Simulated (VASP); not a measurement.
Here is a VASP 6.6.1 calculation.

INCAR

```
SYSTEM = PbSe
PREC     = Accurate       ! precision mode
ENCUT    = 520            ! plane-wave cutoff, eV
EDIFF    = 1E-7           ! SCF threshold, eV
ISMEAR   = -1             ! smearing method
SIGMA    = 0.05           ! smearing width, eV
LREAL    = .FALSE.        ! projectors in reciprocal space
LASPH    = .TRUE.         ! aspherical terms in the spheres
NELM     = 100            ! most SCF steps
ALGO     = Normal         ! electronic algorithm
ISIF     = 2              ! what is computed and relaxed
LWAVE    = .FALSE.        ! write WAVECAR
LCHARG   = .FALSE.        ! write CHGCAR
GGA      = PS             ! functional
IVDW     = 12             ! dispersion correction
NBANDS   = 17             ! bands
```

KPOINTS

```
regular mesh
0
G
  8 8 8
  0 0 0
```

Contents of POSCAR:

```
PbSe
1.0
    0.0000000000      3.0111401320      3.0111401320
    3.0111401320      0.0000000000      3.0111401320
    3.0111401320      3.0111401320      0.0000000000
Pb Se
1 1
Direct
    0.0000000000      0.0000000000      0.0000000000
    0.5000000000      0.5000000000      0.5000000000
```

Potentials or basis: VASP PAW PBE potentials, release 64 (Pb_d, Se).

Run with:

```sh
$ cat potpaw_PBE.64/Pb_d/POTCAR potpaw_PBE.64/Se/POTCAR > POTCAR
$ mpirun -np 1 vasp_std > vasp.out
```

**Question.** Estimate the band gap on the k mesh.

**Answer.** 0.03 eV, direct.

**Question.** What does it give for the pressure?

**Answer.** 0.0 GPa.

**Question.** What does it give for the dispersion energy per atom?

**Answer.** -0.376 eV.

Caveat: the PAW data sets were made with another functional, which shifts forces and pressure a little; spin-orbit coupling is left out, which moves the levels of the heavy elements.

**The experiment to reproduce.**

From a printed reference work, monograph, for a bulk crystal of PbSe at 4.2 K: band gap 0.15 eV (direct).

Measured gap of PbSe: 0.15 eV (direct; 4.2 K; a printed reference work, monograph). This calculation gives 0.03 eV (-0.12 eV). 2 values of this kind are on record (0.15 to 0.28 eV); this one was drawn at random. Spin-orbit coupling on Pb, Se is left out. The value is that of PBEsol+D3(BJ) on a finite k mesh, which can miss the band edges, without temperature or zero-point motion. Semilocal functionals fall short of measured gaps as a rule.
